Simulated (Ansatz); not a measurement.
# WSe2: one atom moved over a plane

The task, for WSe2: map the energy of atom 2 (Se) over a plane.

Program: Ansatz 0.2.0. Level of theory: DFT r2SCAN, scalar-relativistic, plane waves, PAW. These are calculated values, not measurements.

2 further runs of the same task are left out: 2 set aside as unsound or not needed.

### 1 The structure to begin with

It takes space group P-6m2 (No. 187, hexagonal). Conventional cell: a = 3.314 Å, b = 3.314 Å, c = 16.659 Å, α = 90.00°, β = 90.00°, γ = 120.00°. W (site symmetry -6m2) is surrounded by 6 Se at 2.53 Å. Se (site symmetry 3m) is surrounded by 3 W at 2.53 Å.

Structure file:

```cif
data_structure
_symmetry_space_group_name_H-M 'P-6m2'
_symmetry_Int_Tables_number 187
_cell_length_a 3.3144
_cell_length_b 3.3144
_cell_length_c 16.6587
_cell_angle_alpha 90.000
_cell_angle_beta 90.000
_cell_angle_gamma 120.000
_cell_volume 158.48
loop_
_atom_site_label
_atom_site_type_symbol
_atom_site_symmetry_multiplicity
_atom_site_Wyckoff_symbol
_atom_site_fract_x
_atom_site_fract_y
_atom_site_fract_z
_atom_site_occupancy
W1 W 1 a 0.00000 0.00000 0.00000 1
Se1 Se 2 h 0.33333 0.66667 0.09970 1
```

It goes back to an entry of the Materials Project, which need not be the stable form.

This cell was relaxed beforehand with the same method: volume 52.83 Å³/atom, gap on the mesh 1.64 eV.

### 2 The reference cell

Reference values: F = -21355.3434 eV; pressure 0.00 GPa; largest force 0.000 eV/Å; gap on the mesh 1.64 eV. It was computed beforehand with the settings of the runs below.

### 3 The scan: one atom moved over a plane

Atom 2 (Se) is moved by p along (1.000, 0.000, 0.000) and q along (0.000, 1.000, 0.000) (Å), all else fixed; its images in the other cells move with it. Points alike by symmetry are run once.

### 4 At p = -0.600, q = -0.600

File input.yaml:

```yaml
crystal:
  lattice:
    - [3.3143636123, 0.0, 0.0]
    - [-1.6571818062, 2.8703230856, 0.0]
    - [0.0, 0.0, 16.6586762063]
  atoms:
    - { symbol: W, position: [0.0, 0.0, 0.0] }
    - { symbol: Se, position: [0.0477852547, 0.4576309651, 0.0997031682] }
    - { symbol: Se, position: [0.3333333333, 0.6666666667, 0.9002968318] }
basis:
  ecutwfc: 500
kpoints:
  mp_grid: { grid: [12, 12, 2] }
hamiltonian:
  xc: r2scan
scf:
  occupations: { method: gaussian, width: 0.05 }
output:
  forces: true
  stress: true
  eigenvalues: true
```

Started as:

```console
> ansatz run input.yaml --threads 2 --pin off --max-ram 5120MiB --backend cpu --events-out ev --progress --plain --runs-dir out
```

Output, shortened:

```text
Warning: RAYON_NUM_THREADS=2 ignored (pool sized by the plan → 2); use --threads N
[...]
Pseudopotentials: kind: paw
Pseudopotential: W, paw, valence charge 14, recommended cutoff 500 eV (meta_gga), W.paw.azcp
Pseudopotential: Se, paw, valence charge 16, recommended cutoff 500 eV (meta_gga), Se.paw.azcp
Functional definition: r2SCAN
[...]
Crystal: 3 atoms, lattice volume = 158.479 Å³
Basis set: ecut = 500 eV, 3961 PW (Γ), exchange–correlation on 100×100×500 points (64 copies of the dense FFT grid, shifted against one another)
Bands: 28, of which v1, the nominal top of the filled ones, is band 23 counted from 1 (22 counted from 0)
Symmetry: 1 space group operations
Space group: P1 (ITA 1), of the structure as read, at distance tolerance 5.4e-5 Å
k-points: 148 of 288 (time reversal used)
[...]
SCF iter   1: F=—  HF=-21353.187255 eV  |F-HF|=—  |Δ(HF+E_count)|=         —  Δρ=5.23e-3  dr2=5.38e-2  dr2_τ=5.97e-2  ethr=1.77e-3  ⟨swp⟩=8.7  Hψ=20615  notcnv=0
[...]
SCF iter   8: F=-21353.247738 eV  HF=-21353.247738 eV  |F-HF|=1.62e-8  |Δ(HF+E_count)|=   2.45e-7  Δρ=2.56e-6  dr2=8.64e-9  dr2_τ=6.67e-10  ethr=2.17e-10  ⟨swp⟩=12.7  Hψ=19183  notcnv=0
[...]
SCF converged after 8 iterations
Free energy (F): -21353.247738 eV
[...]
E sigma→0 (E₀):  -21353.247335 eV
Entropy (-TS):   -0.000806 eV (-0.269 meV/atom)
Fermi energy:    2.222489 eV
[...]
--- Forces (eV/Å), atoms counted from 1 ---
  atom   1  W     -0.85313481    -3.24551128    -4.37843942
  atom   2  Se     0.21022157     3.43956513     4.53778880
  atom   3  Se     0.64288174    -0.19406908    -0.15937276
[...]
--- Stress (GPa, compression-positive) ---
        1.813050      -2.465817      -0.726452
       -2.465817       3.504044       6.101426
       -0.726452       6.101427       7.887326
  P = ⅓ Tr σ = 4.4015 GPa (44.015 kbar)
--- Band table (eV; the first three rows and the last of 148) ---
[...]
```

Wall time 50 s (2 threads of Arm Neoverse V2, shared host); peak memory 1.1 GiB.

### 5 Point p = -0.600, q = 0.000

input.yaml: that of step 4 with these lines changed.

```diff
@@ -7,3 +7,3 @@
     - { symbol: W, position: [0.0, 0.0, 0.0] }
-    - { symbol: Se, position: [0.0477852547, 0.4576309651, 0.0997031682] }
+    - { symbol: Se, position: [0.1523031055, 0.6666666667, 0.0997031682] }
     - { symbol: Se, position: [0.3333333333, 0.6666666667, 0.9002968318] }
```

Started as:

```console
> ansatz run input.yaml --threads 2 --pin off --max-ram 5120MiB --backend cpu --events-out ev --progress --plain --runs-dir out
```

Output, shortened:

```text
Warning: RAYON_NUM_THREADS=2 ignored (pool sized by the plan → 2); use --threads N
[...]
Pseudopotentials: kind: paw
Pseudopotential: W, paw, valence charge 14, recommended cutoff 500 eV (meta_gga), W.paw.azcp
Pseudopotential: Se, paw, valence charge 16, recommended cutoff 500 eV (meta_gga), Se.paw.azcp
Functional definition: r2SCAN
[...]
Crystal: 3 atoms, lattice volume = 158.479 Å³
Basis set: ecut = 500 eV, 3961 PW (Γ), exchange–correlation on 100×100×500 points (64 copies of the dense FFT grid, shifted against one another)
Bands: 28, of which v1, the nominal top of the filled ones, is band 23 counted from 1 (22 counted from 0)
Symmetry: 1 space group operations
Space group: P1 (ITA 1), of the structure as read, at distance tolerance 5.4e-5 Å
k-points: 148 of 288 (time reversal used)
[...]
SCF iter   1: F=—  HF=-21353.709972 eV  |F-HF|=—  |Δ(HF+E_count)|=         —  Δρ=4.57e-3  dr2=3.04e-2  dr2_τ=5.99e-2  ethr=1.77e-3  ⟨swp⟩=8.7  Hψ=20653  notcnv=0
[...]
SCF iter   9: F=-21353.775132 eV  HF=-21353.775132 eV  |F-HF|=2.54e-8  |Δ(HF+E_count)|=   3.10e-7  Δρ=3.17e-6  dr2=8.28e-9  dr2_τ=1.01e-9  ethr=2.17e-10  ⟨swp⟩=8.1  Hψ=19624  notcnv=0
[...]
SCF converged after 9 iterations
Free energy (F): -21353.775132 eV
[...]
E sigma→0 (E₀):  -21353.775132 eV
Fermi energy:    2.297253 eV
[...]
--- Forces (eV/Å), atoms counted from 1 ---
  atom   1  W     -4.92069799     1.62069367    -3.78364056
  atom   2  Se     4.84378812    -2.02716544     3.89757813
  atom   3  Se     0.07688720     0.40645774    -0.11392457
[...]
--- Stress (GPa, compression-positive) ---
        1.595434      -2.087886       8.004308
       -2.087886       2.493616      -4.086395
        8.004309      -4.086395       6.735840
  P = ⅓ Tr σ = 3.6083 GPa (36.083 kbar)
--- Band table (eV; the first three rows and the last of 148) ---
[... band rows left out ...]
[...]
```

Run time: 54 s. Hardware: 2 threads of Arm Neoverse V2, shared host; peak memory 1.1 GiB.

### 6 p = -0.600, q = 0.600

input.yaml: that of step 5 with these lines changed.

```diff
@@ -7,3 +7,3 @@
     - { symbol: W, position: [0.0, 0.0, 0.0] }
-    - { symbol: Se, position: [0.1523031055, 0.6666666667, 0.0997031682] }
+    - { symbol: Se, position: [0.2568209563, 0.8757023683, 0.0997031682] }
     - { symbol: Se, position: [0.3333333333, 0.6666666667, 0.9002968318] }
```

Started as:

```console
> ansatz run input.yaml --threads 2 --pin off --max-ram 5120MiB --backend cpu --events-out ev --progress --plain --runs-dir out
```

Output, shortened:

```text
[...]
SCF converged after 7 iterations
Free energy (F): -21351.684368 eV
[...]
E sigma→0 (E₀):  -21351.683896 eV
Entropy (-TS):   -0.000944 eV (-0.315 meV/atom)
Fermi energy:    2.377450 eV
[...]
--- Forces (eV/Å), atoms counted from 1 ---
  atom   1  W     -6.98193935     3.04269341   -10.60729929
  atom   2  Se     7.76436756    -3.19938409    10.83712976
  atom   3  Se    -0.78256936     0.15682559    -0.22997876
[...]
--- Stress (GPa, compression-positive) ---
        7.192137      -1.216147      14.351693
       -1.216148       1.883809      -5.635646
       14.351695      -5.635647      18.583284
  P = ⅓ Tr σ = 9.2197 GPa (92.197 kbar)
--- Band table (eV; the first three rows and the last of 148) ---
[...]
```

Run time: 48 s. Hardware: 2 threads of Arm Neoverse V2, shared host; peak memory 1.1 GiB.

### 7 At p = 0.000, q = -0.600

input.yaml: that of step 6 with these lines changed.

```diff
@@ -7,3 +7,3 @@
     - { symbol: W, position: [0.0, 0.0, 0.0] }
-    - { symbol: Se, position: [0.2568209563, 0.8757023683, 0.0997031682] }
+    - { symbol: Se, position: [0.2288154825, 0.4576309651, 0.0997031682] }
     - { symbol: Se, position: [0.3333333333, 0.6666666667, 0.9002968318] }
```

Started as:

```console
> ansatz run input.yaml --threads 2 --pin off --max-ram 5120MiB --backend cpu --events-out ev --progress --plain --runs-dir out
```

Output, shortened:

```text
Warning: RAYON_NUM_THREADS=2 ignored (pool sized by the plan → 2); use --threads N
[...]
Pseudopotentials: kind: paw
Pseudopotential: W, paw, valence charge 14, recommended cutoff 500 eV (meta_gga), W.paw.azcp
Pseudopotential: Se, paw, valence charge 16, recommended cutoff 500 eV (meta_gga), Se.paw.azcp
Functional definition: r2SCAN
[...]
Crystal: 3 atoms, lattice volume = 158.479 Å³
Basis set: ecut = 500 eV, 3961 PW (Γ), exchange–correlation on 100×100×500 points (64 copies of the dense FFT grid, shifted against one another)
Bands: 28, of which v1, the nominal top of the filled ones, is band 23 counted from 1 (22 counted from 0)
Symmetry: 2 space group operations
Space group: Cm (ITA 8), of the structure as read, at distance tolerance 5.4e-5 Å
k-points: 86 of 288 (time reversal used)
[...]
SCF iter   1: F=—  HF=-21353.289355 eV  |F-HF|=—  |Δ(HF+E_count)|=         —  Δρ=4.67e-3  dr2=2.47e-2  dr2_τ=7.02e-2  ethr=1.77e-3  ⟨swp⟩=8.7  Hψ=11953  notcnv=0
[...]
SCF iter   9: F=-21353.355063 eV  HF=-21353.355063 eV  |F-HF|=4.64e-8  |Δ(HF+E_count)|=   2.66e-7  Δρ=4.67e-6  dr2=1.70e-8  dr2_τ=1.89e-9  ethr=2.17e-10  ⟨swp⟩=5.2  Hψ=11769  notcnv=0
[...]
SCF converged after 9 iterations
Free energy (F): -21353.355063 eV
[...]
E sigma→0 (E₀):  -21353.355063 eV
Fermi energy:    2.430292 eV
[...]
--- Forces (eV/Å), atoms counted from 1 ---
  atom   1  W      0.00000000    -6.68402764    -5.42526305
  atom   2  Se    -0.00000000     6.97327506     5.53510142
  atom   3  Se     0.00000000    -0.28930442    -0.10980702
[...]
--- Stress (GPa, compression-positive) ---
        0.415298      -0.000000      -0.000000
       -0.000000       4.790542      12.194931
       -0.000000      12.194929       9.478531
  P = ⅓ Tr σ = 4.8948 GPa (48.948 kbar)
--- Band table (eV; the first three rows and the last of 86) ---
[... band rows left out ...]
[...]
```

Wall time 34 s (2 threads of Arm Neoverse V2, shared host); peak memory 0.86 GiB.

### 8 At p = 0.000, q = 0.600

input.yaml: that of step 7 with these lines changed.

```diff
@@ -7,3 +7,3 @@
     - { symbol: W, position: [0.0, 0.0, 0.0] }
-    - { symbol: Se, position: [0.2288154825, 0.4576309651, 0.0997031682] }
+    - { symbol: Se, position: [0.4378511841, 0.8757023683, 0.0997031682] }
     - { symbol: Se, position: [0.3333333333, 0.6666666667, 0.9002968318] }
```

Started as:

```console
> ansatz run input.yaml --threads 2 --pin off --max-ram 5120MiB --backend cpu --events-out ev --progress --plain --runs-dir out
```

Output, shortened:

```text
[...]
SCF converged after 8 iterations
Free energy (F): -21354.166729 eV
[...]
E sigma→0 (E₀):  -21354.166729 eV
Fermi energy:    2.164993 eV
[...]
--- Forces (eV/Å), atoms counted from 1 ---
  atom   1  W     -0.00000000     3.48579126    -2.27578207
  atom   2  Se     0.00000000    -3.01178177     2.38959755
  atom   3  Se     0.00000000    -0.47397584    -0.11394284
[...]
--- Stress (GPa, compression-positive) ---
        3.501326       0.000000       0.000000
        0.000000      -0.595702      -4.261361
        0.000000      -4.261362       4.203784
  P = ⅓ Tr σ = 2.3698 GPa (23.698 kbar)
--- Band table (eV; the first three rows and the last of 86) ---
  k-point 0: bands = ["-74.3921", "-46.9931", "-46.9807", "-46.9392", "-46.9231", "-46.8964", "-46.8929", "-46.8903", "-46.8651", "-46.8523", "-46.8432", "-38.0738", "-37.9692", "-37.9063", "-13.9601", "-12.5891", "-4.9457", "-1.5985", "-1.1153", "-0.6547", "-0.3709", "0.9457", "1.6922", [...]
[...]
```

Wall time 34 s (2 threads of Arm Neoverse V2, shared host); peak memory 0.86 GiB.

### 9 Point p = -0.600, q = -0.300

input.yaml: that of step 8 with these lines changed.

```diff
@@ -7,3 +7,3 @@
     - { symbol: W, position: [0.0, 0.0, 0.0] }
-    - { symbol: Se, position: [0.4378511841, 0.8757023683, 0.0997031682] }
+    - { symbol: Se, position: [0.1000441801, 0.5621488159, 0.0997031682] }
     - { symbol: Se, position: [0.3333333333, 0.6666666667, 0.9002968318] }
```

Started as:

```console
> ansatz run input.yaml --threads 2 --pin off --max-ram 5120MiB --backend cpu --events-out ev --progress --plain --runs-dir out
```

Output, shortened:

```text
Warning: RAYON_NUM_THREADS=2 ignored (pool sized by the plan → 2); use --threads N
[...]
Pseudopotentials: kind: paw
Pseudopotential: W, paw, valence charge 14, recommended cutoff 500 eV (meta_gga), W.paw.azcp
Pseudopotential: Se, paw, valence charge 16, recommended cutoff 500 eV (meta_gga), Se.paw.azcp
Functional definition: r2SCAN
[...]
Crystal: 3 atoms, lattice volume = 158.479 Å³
Basis set: ecut = 500 eV, 3961 PW (Γ), exchange–correlation on 100×100×500 points (64 copies of the dense FFT grid, shifted against one another)
Bands: 28, of which v1, the nominal top of the filled ones, is band 23 counted from 1 (22 counted from 0)
Symmetry: 1 space group operations
Space group: P1 (ITA 1), of the structure as read, at distance tolerance 5.4e-5 Å
k-points: 148 of 288 (time reversal used)
[...]
SCF iter   1: F=—  HF=-21353.883891 eV  |F-HF|=—  |Δ(HF+E_count)|=         —  Δρ=4.99e-3  dr2=5.33e-2  dr2_τ=5.20e-2  ethr=1.77e-3  ⟨swp⟩=8.7  Hψ=20520  notcnv=0
[...]
SCF iter   9: F=-21353.947401 eV  HF=-21353.947400 eV  |F-HF|=3.05e-8  |Δ(HF+E_count)|=   5.42e-7  Δρ=3.07e-6  dr2=7.04e-9  dr2_τ=1.47e-9  ethr=2.17e-10  ⟨swp⟩=8.2  Hψ=18372  notcnv=0
[...]
SCF converged after 9 iterations
Free energy (F): -21353.947401 eV
[...]
E sigma→0 (E₀):  -21353.947401 eV
Fermi energy:    2.156699 eV
[...]
--- Forces (eV/Å), atoms counted from 1 ---
  atom   1  W     -3.24733980    -1.27497223    -2.68146513
  atom   2  Se     2.82808028     0.96009494     2.80681869
  atom   3  Se     0.41922735     0.31486025    -0.12542195
[...]
--- Stress (GPa, compression-positive) ---
        0.583726      -1.934137       4.044802
       -1.934137       2.792478       1.083436
        4.044803       1.083436       4.923671
  P = ⅓ Tr σ = 2.7666 GPa (27.666 kbar)
--- Band table (eV; the first three rows and the last of 148) ---
[... band rows left out ...]
[...]
```

It took 58 s on 2 threads of Arm Neoverse V2, shared host; peak memory 1.1 GiB.

### 10 Point p = -0.600, q = 0.300

input.yaml: that of step 9 with these lines changed.

```diff
@@ -7,3 +7,3 @@
     - { symbol: W, position: [0.0, 0.0, 0.0] }
-    - { symbol: Se, position: [0.1000441801, 0.5621488159, 0.0997031682] }
+    - { symbol: Se, position: [0.2045620309, 0.7711845175, 0.0997031682] }
     - { symbol: Se, position: [0.3333333333, 0.6666666667, 0.9002968318] }
```

Started as:

```console
> ansatz run input.yaml --threads 2 --pin off --max-ram 5120MiB --backend cpu --events-out ev --progress --plain --runs-dir out
```

Output, shortened:

```text
[...]
SCF converged after 9 iterations
Free energy (F): -21352.841022 eV
[...]
E sigma→0 (E₀):  -21352.841022 eV
Fermi energy:    2.460437 eV
[...]
--- Forces (eV/Å), atoms counted from 1 ---
  atom   1  W     -6.41721823     3.67036749    -7.00019061
  atom   2  Se     6.72650754    -3.91845888     7.13230118
  atom   3  Se    -0.30935304     0.24811989    -0.13212779
[...]
--- Stress (GPa, compression-positive) ---
        4.191130      -2.253992      11.814235
       -2.253992       2.201090      -6.996288
       11.814234      -6.996287      12.197989
  P = ⅓ Tr σ = 6.1967 GPa (61.967 kbar)
--- Band table (eV; the first three rows and the last of 148) ---
[...]
```

Wall time 57 s (2 threads of Arm Neoverse V2, shared host); peak memory 1.1 GiB.

### 11 p = -0.300, q = -0.600

input.yaml: that of step 10 with these lines changed.

```diff
@@ -7,3 +7,3 @@
     - { symbol: W, position: [0.0, 0.0, 0.0] }
-    - { symbol: Se, position: [0.2045620309, 0.7711845175, 0.0997031682] }
+    - { symbol: Se, position: [0.1383003686, 0.4576309651, 0.0997031682] }
     - { symbol: Se, position: [0.3333333333, 0.6666666667, 0.9002968318] }
```

Started as:

```console
> ansatz run input.yaml --threads 2 --pin off --max-ram 5120MiB --backend cpu --events-out ev --progress --plain --runs-dir out
```

Output, shortened:

```text
[...]
SCF converged after 9 iterations
Free energy (F): -21353.320807 eV
[...]
E sigma→0 (E₀):  -21353.320805 eV
Entropy (-TS):   -0.000004 eV (-0.001 meV/atom)
Fermi energy:    2.321988 eV
[...]
--- Forces (eV/Å), atoms counted from 1 ---
  atom   1  W     -0.63934941    -5.82090135    -5.11175285
  atom   2  Se     0.22759951     6.08071047     5.24388471
  atom   3  Se     0.41172549    -0.25982982    -0.13215576
[...]
--- Stress (GPa, compression-positive) ---
        0.841971      -1.622711      -0.309166
       -1.622710       4.385405      10.646652
       -0.309166      10.646653       9.027047
  P = ⅓ Tr σ = 4.7515 GPa (47.515 kbar)
--- Band table (eV; the first three rows and the last of 148) ---
[...]
```

It took 53 s on 2 threads of Arm Neoverse V2, shared host; peak memory 1.1 GiB.

### 12 Point p = -0.300, q = 0.000

input.yaml: that of step 11 with these lines changed.

```diff
@@ -7,3 +7,3 @@
     - { symbol: W, position: [0.0, 0.0, 0.0] }
-    - { symbol: Se, position: [0.1383003686, 0.4576309651, 0.0997031682] }
+    - { symbol: Se, position: [0.2428182194, 0.6666666667, 0.0997031682] }
     - { symbol: Se, position: [0.3333333333, 0.6666666667, 0.9002968318] }
```

Started as:

```console
> ansatz run input.yaml --threads 2 --pin off --max-ram 5120MiB --backend cpu --events-out ev --progress --plain --runs-dir out
```

Output, shortened:

```text
[...]
SCF converged after 9 iterations
Free energy (F): -21354.934504 eV
[...]
E sigma→0 (E₀):  -21354.934504 eV
Fermi energy:    2.356019 eV
[...]
--- Forces (eV/Å), atoms counted from 1 ---
  atom   1  W     -2.79439640     0.41790524    -0.94164940
  atom   2  Se     2.69823092    -0.52180141     0.97733220
  atom   3  Se     0.09613395     0.10389528    -0.03568228
[...]
--- Stress (GPa, compression-positive) ---
        0.518697      -1.036173       4.369310
       -1.036173       0.592107      -1.050637
        4.369310      -1.050637       1.700990
  P = ⅓ Tr σ = 0.9373 GPa (9.373 kbar)
--- Band table (eV; the first three rows and the last of 148) ---
  k-point 0: bands = ["-74.4102", "-46.9191", "-46.9137", "-46.8816", "-46.8793", "-46.8784", "-46.8678", "-46.8550", "-46.8505", "-46.8408", "-46.8299", "-38.0643", "-37.9526", "-37.9219", "-13.9114", "-12.5428", "-4.9167", "-1.3206", "-1.0505", "-0.5532", "-0.4300", "0.7351", "1.3012", [...]
[...]
```

Wall time 52 s (2 threads of Arm Neoverse V2, shared host); peak memory 1.1 GiB.

### 13 All points together

Energy above the undisturbed cell in eV/cell; points alike by symmetry are filled in, and a dash was not computed:

```
 p \ q  -0.600  -0.300  0.000  0.300  0.600
-0.600   2.096   1.396  1.568  2.502  3.659
-0.300   2.023       –  0.409      –      –
 0.000   1.988       –  0.000      –  1.177
 0.300   2.023       –  0.409      –      –
 0.600   2.096   1.396  1.568  2.502  3.659
```

Pressure in GPa:

```
 p \ q  -0.600  -0.300  0.000  0.300  0.600
-0.600     4.4     2.8    3.6    6.2    9.2
-0.300     4.8       –    0.9      –      –
 0.000     4.9       –    0.0      –    2.4
 0.300     4.8       –    0.9      –      –
 0.600     4.4     2.8    3.6    6.2    9.2
```

Gap on the mesh in eV:

```
 p \ q  -0.600  -0.300  0.000  0.300  0.600
-0.600    0.00    0.51   0.62   0.46   0.00
-0.300    0.22       –   1.58      –      –
 0.000    0.90       –   1.64      –   0.79
 0.300    0.22       –   1.58      –      –
 0.600    0.00    0.51   0.62   0.46   0.00
```

Where the gap reads zero, the mesh chosen for the insulator is on the coarse side.

### 14 Summary of results

```
                         quantity                                      value
                    highest point  3.659 eV/cell at (p, q) = (-0.600, 0.600)
lowest point away from the origin           0.409 eV/cell at (-0.300, 0.000)
```

In words: No computed point lies below the origin. The gap on the mesh runs from 0.00 to 1.64 eV over the map. Spin-orbit coupling is left out, which matters for the bands of W. The cell holds empty space of several Å, a single layer or slab in vacuum, so volume, pressure and the long edge depend on that space.
